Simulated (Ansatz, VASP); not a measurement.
Two plane-wave programs on Au

Contents of INCAR:

```
SYSTEM = Au
ALGO = Normal ; EDIFF = 1E-7
ENCUT = 520 ; GGA = PE
ISIF = 2 ; ISMEAR = 1
LASPH = .True. ; LCHARG = .False.
LREAL = .False. ; LWAVE = .False.
NBANDS = 12 ; NELM = 60
PREC = Accurate ; SIGMA = 0.03
```

The input KPOINTS:

```
k-points
0
Gamma
  13 13 13
  0 0 0
```

The input POSCAR:

```
Au
1.0
    0.0000000000      2.0782552709      2.0782552709
    2.0782552709      0.0000000000      2.0782552709
    2.0782552709      2.0782552709      0.0000000000
Au
1
Direct
    0.0000000000      0.0000000000      0.0000000000
```

Input for Ansatz:

```yaml
crystal:
  lattice:
    - [0.0, 2.0782552709, 2.0782552709]
    - [2.0782552709, 0.0, 2.0782552709]
    - [2.0782552709, 2.0782552709, 0.0]
  atoms:
    - { symbol: Au, position: [0.0, 0.0, 0.0] }
hamiltonian:
  xc: pbe
  pseudopotentials:
    kind: paw
    azcp:
      Au: "pseudopotentials/Au.paw.azcp"
basis:
  ecutwfc: 420
  fft_grid_basis: typed
kpoints:
  mp_grid: { grid: [13, 13, 13], shift: [0, 0, 0] }
magnetization:
  spin_polarized: false
scf:
  occupations: { method: cold, width: 0.03 }
  lower_state_search: "off"
output:
  stress: true
```

Alike in both runs: task single point; functional PBE; k mesh 13 × 13 × 13; no spin polarisation.

|  | VASP | Ansatz |
| --- | --- | --- |
| version | VASP 6.6.1 | Ansatz 0.2.0 |
| potentials or method | VASP PAW PBE potentials, release 64 (Au) | plane waves (420 eV) with PAW, scalar-relativistic |
| plane-wave cutoff (eV) | 520 | 420 |
| occupations | methfessel-paxton of order 1, width 0.03 eV | cold, width 0.03 eV |
| valence electrons in the cell | 11 | 19 |

```csv
,VASP,Ansatz,Ansatz less VASP
pressure (GPa),-0.4,-0.2,+0.23
```

The two sets of potentials don't hold the same shells in valence.

The runs have no spin-orbit coupling, so splittings on Au are missing.
